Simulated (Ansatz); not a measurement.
# BN (zincblende) under strain

BN (zincblende), relaxed with r2SCAN in Ansatz. The symmetry is F-43m (No. 216, cubic); a = 3.610 Å in the conventional setting, 5.88 Å³ an atom. Around B lie 4 N at 1.56 Å; around N lie 4 B at 1.56 Å.

The axes x, y and z are those of this cell:
```yaml
crystal:
  lattice:
    - [0.00000, 1.80483, 1.80483]
    - [1.80483, 0.00000, 1.80483]
    - [1.80483, 1.80483, 0.00000]
  atoms:
    - { symbol: B, position: [0.00000, 0.00000, 0.00000] }
    - { symbol: N, position: [0.25000, 0.25000, 0.25000] }
```

Unstrained: With PBE the valence top lies at Γ and the conduction bottom at X, 4.477 eV higher; the smallest vertical gap, at Γ, is 8.852 eV. r2SCAN gives an indirect gap of 5.003 eV, from Γ to X; the least direct gap is 9.587 eV at Γ. With HSE06 the valence top lies at Γ and the conduction bottom at X, 5.794 eV higher; the smallest vertical gap, at Γ, is 10.592 eV. Meshes: PBE 12×12×12, r2SCAN 12×12×12, HSE06 8×8×8. Strains are changes of length per length. After each strain the atoms were relaxed again with r2SCAN within the symmetry that the strain leaves, so tilts or polar shifts that break it weren't tested; points keep the names that they have in the unstrained zone. The values are computed, spin-unpolarised, and not measurements.

Changes of the least gap in eV (an overlap counts as a negative gap):
```csv
strain,volume change (%),space group,PBE,r2SCAN,HSE06,"energy rise, r2SCAN (meV/atom)"
uniaxial -2.49 % along z,-2.5,I-4m2,-0.431,-0.434,-0.435,9.6
"epitaxial +4.48 % in the xy plane, free normal strain -1.97 %",+7.0,I-4m2,-1.080,-1.115,-1.122,62.1
"biaxial -1.71 % in x and y, z held",-3.4,I-4m2,-0.128,-0.122,-0.121,11.1
```

Uniaxial -2.49 % along z, other directions held. HSE06: the gap goes from 5.794 to 5.359 eV (-0.435 eV); with r2SCAN the top three valence levels at Γ, degenerate before, become 1+2 from the top over 248 meV. Stress change with r2SCAN, compression positive: xx +4.96, yy +4.96, zz +21.09 GPa.

Epitaxial +4.48 % in the xy plane, free normal strain -1.97 %. HSE06: the gap goes from 5.794 to 4.672 eV (-1.122 eV); with r2SCAN the top three valence levels at Γ, degenerate before, become 1+2 from the top over 552 meV. Stress change with r2SCAN, compression positive: xx -35.24, yy -35.24, zz +0.02 GPa.

Biaxial -1.71 % in x and y, z held. HSE06: the gap goes from 5.794 to 5.673 eV (-0.121 eV); with r2SCAN the top three valence levels at Γ, degenerate before, become 2+1 from the top over 183 meV. Stress change with r2SCAN, compression positive: xx +18.34, yy +18.34, zz +6.50 GPa.

The meshes of the hybrids are coarse, so their gaps aren't converged to the digits shown.

The splittings at Γ are without spin-orbit coupling, which regroups them where it is of like size or larger.
